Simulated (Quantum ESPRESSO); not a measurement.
Here is a Quantum ESPRESSO 7.5 calculation.

The input pw.in:

```
&CONTROL
  calculation = 'scf'
  prefix = 'pwscf'
  outdir = './tmp'
  pseudo_dir = './pseudo'
  tprnfor = .true.
  tstress = .true.
  disk_io = 'low'
/
&SYSTEM
  ibrav = 0
  A = 2.5639706
  nat = 2
  ntyp = 2
  ecutwfc = 45
  ecutrho = 360
  nbnd = 9
  occupations = 'smearing'
  smearing = 'fd'
  degauss = 0.00367493
/
&ELECTRONS
  conv_thr = 4d-10
  electron_maxstep = 120
  mixing_beta = 0.5
/
ATOMIC_SPECIES
N     14.0070 n_pbesol_v1.2.uspp.F.UPF
B     10.8100 b_pbesol_v1.4.uspp.F.UPF
CELL_PARAMETERS alat
   0.0000000000    0.7071067820    0.7071067820
   0.7071067820    0.0000000000    0.7071067820
   0.7071067820    0.7071067820    0.0000000000
ATOMIC_POSITIONS alat
N      0.3535533910    0.3535533910    0.3535533910
B      0.0000000000    0.0000000000    0.0000000000
K_POINTS automatic
14 14 14 1 1 1
```

Contents of scf2.in:

```
&CONTROL
  calculation = 'scf'
  prefix = 'pwscf'
  outdir = './tmp'
  pseudo_dir = './pseudo'
  tprnfor = .true.
  tstress = .true.
  disk_io = 'low'
/
&SYSTEM
  ibrav = 0
  A = 2.5639706
  nat = 2
  ntyp = 2
  ecutwfc = 45
  ecutrho = 360
  nbnd = 9
  occupations = 'fixed'
/
&ELECTRONS
  conv_thr = 1d-13
  electron_maxstep = 120
  mixing_beta = 0.5
  startingpot = 'file'
  startingwfc = 'file'
/
ATOMIC_SPECIES
N     14.0070 n_pbesol_v1.2.uspp.F.UPF
B     10.8100 b_pbesol_v1.4.uspp.F.UPF
CELL_PARAMETERS alat
   0.0000000000    0.7071067820    0.7071067820
   0.7071067820    0.0000000000    0.7071067820
   0.7071067820    0.7071067820    0.0000000000
ATOMIC_POSITIONS alat
N      0.3535533910    0.3535533910    0.3535533910
B      0.0000000000    0.0000000000    0.0000000000
K_POINTS automatic
14 14 14 1 1 1
```

ph.in

```
dielectric of BN
&INPUTPH
  prefix = 'pwscf'
  outdir = './tmp'
  tr2_ph = 1d-18
  fildyn = 'dyn'
  niter_ph = 90
  alpha_mix(1) = 0.7
  epsil = .true.
  trans = .false.
  zeu = .true.
/
0.0000000000 0.0000000000 0.0000000000
```

Potentials or basis: GBRV 1.5 PBEsol.

Launch:

```console
$ OMP_NUM_THREADS=1 pw.x -in pw.in > pw.out
$ OMP_NUM_THREADS=1 pw.x -in scf2.in > scf2.out
$ OMP_NUM_THREADS=1 ph.x -in ph.in > ph.out
```

Problem. What does it give for the electronic dielectric tensor (diagonal)?

Solution. 4.64.

Problem. Predict the Born charges (mean of the diagonal).

Solution. N -1.91; B +1.91 e.

Problem. Predict the pressure.

Solution. -5.8 GPa.

Electronic dielectric tensor:
```
4.64 0.00 0.00
0.00 4.64 0.00
0.00 0.00 4.64
```

Caveat: the cell is more than 3 GPa from zero pressure, which shifts response properties.
